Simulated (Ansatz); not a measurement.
YH₃O₃ — ¹⁷O nuclear quadrupole resonance

Cell: a computed structure from the Materials Project (it need not be an observed phase), atoms as given.

Space group P6_3 (No. 173); a = 6.3817, c = 3.5180 Å, γ = 120.00°.

```csv
site,Wyckoff,site symmetry,x,y,z
Y,2b,3..,0.3333,0.6667,0.8127
H,6c,1,0.8612,0.7192,0.8508
O,6c,1,0.6906,0.6042,0.8081
```

One atom of each set is listed.

Level of theory: DFT, PBE, plane waves and PAW, with spin–orbit coupling, 420 eV cutoff, Γ-centred 4×4×6 k-points, Fermi–Dirac smearing 0.02 eV (Ansatz 0.2.0).

¹⁷O: I = 5/2, Q = -25.58 mb (year-2017 value). Static lattice, zero field.

(1) The simulated lines lie at 1.12, 2.21 MHz. What are |C_Q|, η and |V_zz| at O?

Answers

(1) For I = 5/2 and η = 0 the lines are 3|C_Q|/20 and twice that; η pulls their ratio below 2. Here |C_Q| = 7.40 MHz, η = 0.09 and |V_zz| = 11.96 × 10²¹ V/m². The calculation gives V_zz positive; the lines don't show the sign. The site has 1 H at 0.97 Å; also 3 Y at 2.41–2.50 Å.

At O V_zz points along its bond to H (within 3°).
